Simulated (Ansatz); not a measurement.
Task: a ranking of structure types by relaxed energy of SnSe2 on several prototypes, with Ansatz's Python interface. Give the script and its output. Level of theory (first run): PBE, PAW, cutoff 510 eV, 7×7×4 k-points, cold smearing of 0.02 eV.

`run_prototypes.py`:
```python
"""Structural preference of SnSe2 among simple prototypes."""

import warnings

import ansatz
import numpy as np
import spglib
from tabulate import tabulate


def cdi2(a_site, b_site, a):
    return (
        ansatz.Lattice.from_parameters(a, a, 1.6 * a, alpha=90, beta=90, gamma=120)
        .space_group(164)
        .atom(a_site, [0, 0, 0])
        .atom(b_site, [1 / 3, 2 / 3, 0.25])
    )


def rutile(a_site, b_site, a):
    return (
        ansatz.Lattice.from_parameters(a, a, 0.65 * a, alpha=90, beta=90, gamma=90)
        .space_group(136)
        .atom(a_site, [0, 0, 0])
        .atom(b_site, [0.305, 0.305, 0])
    )


def alb2(A, B, a):
    return (
        ansatz.Lattice.from_parameters(a, a, 1.1 * a, alpha=90, beta=90, gamma=120)
        .space_group(191)
        .atom(A, [0, 0, 0])
        .atom(B, [1 / 3, 2 / 3, 0.5])
    )


def solve(name, crystal):
    calc = (
        crystal.calculation()
        .basis(510)
        .functional("pbe")
        .kpoints(spacing=0.3)
        .occupations("cold", width=0.02)
        .stress()
        .band_table()
    )
    calc = calc.relax(force_tolerance=0.01, max_steps=60, cell=True)
    return calc.run()


def pressure_gpa(outcome):
    return float(np.trace(outcome.report["stress_gpa"]) / 3)


def volume_per_atom(outcome):
    return abs(np.linalg.det(outcome.lattice.cell_ang)) / len(outcome.lattice.sites)


def space_group(outcome):
    sites = outcome.report["lattice"]["sites"]
    kinds = sorted({site["symbol"] for site in sites})
    cell = (outcome.lattice.cell_ang, [site["position_frac"] for site in sites], [kinds.index(site["symbol"]) for site in sites])
    return spglib.get_spacegroup(cell, symprec=0.01)

# starting lattice constants are rough guesses; the relaxation finds the rest
warnings.simplefilter("ignore", ansatz.DeckWarning)

phases = {}
phases["CdI2"] = cdi2("Sn", "Se", 3.82)
phases["rutile"] = rutile("Sn", "Se", 6.06)
phases["AlB2"] = alb2("Sn", "Se", 4.06)

done = {}
for name, crystal in phases.items():
    try:
        done[name] = solve(name, crystal)
    except ansatz.NonConvergedError as error:
        print(name, "did not converge:", str(error)[:120])

energy = {name: o.report["energy_sigma0_ev"] / len(o.lattice.sites) for name, o in done.items()}
lowest = min(energy.values())
rows = [(name, len(o.lattice.sites), 1000 * (energy[name] - lowest), pressure_gpa(o), volume_per_atom(o), space_group(o)) for name, o in done.items()]
rows.sort(key=lambda row: row[2])
print(tabulate(rows, headers=["phase", "atoms", "dE (meV/atom)", "P (GPa)", "V (A^3/atom)", "space group"], floatfmt=".4f", tablefmt="github"))
print("order:", " < ".join(row[0] for row in rows))
```

```console
$ python run_prototypes.py
RunWarning: on these k-points the computed levels leave a gap of 0.0462 eV at the electron count, 2.3 widths of the cold smearing (0.0200 eV); against the step filling of these same bands (every level under the gap full, every level over it empty) smearing [...]
| phase   |   atoms |   dE (meV/atom) |   P (GPa) |   V (A^3/atom) | space group    |
|---------|---------|-----------------|-----------|----------------|----------------|
| CdI2    |       3 |          0.0000 |   -0.0026 |        30.1166 | P-3m1 (164)    |
| rutile  |       6 |        201.3465 |    0.0084 |        28.9273 | P4_2/mnm (136) |
| AlB2    |       3 |        489.3799 |   -0.0004 |        25.3540 | P6/mmm (191)   |
order: CdI2 < rutile < AlB2
```
(Warnings from the package without file and line, shortened.)

By space group at the end of each run: P-3m1 (+0 meV an atom, 30.1 Å³), P4_2/mnm (+201 meV an atom, 28.9 Å³) and P6/mmm (+489 meV an atom, 25.4 Å³).

For the metals among these phases the mesh is modest: differences between phases can be off by up to 40 meV an atom. Pressure is positive in compression. The cells are built on prototypes, so most aren't the phase found in nature. Rows bear the name of their start, and a relaxation keeps or raises the symmetry. Differences under about 40 meV an atom lie within the error of mesh and functional. The script silences the warnings on its input, which a real study should read. The whole script took 4.5 min on 1 thread of Arm Neoverse V1, on a shared host, peak memory 0.66 GiB.
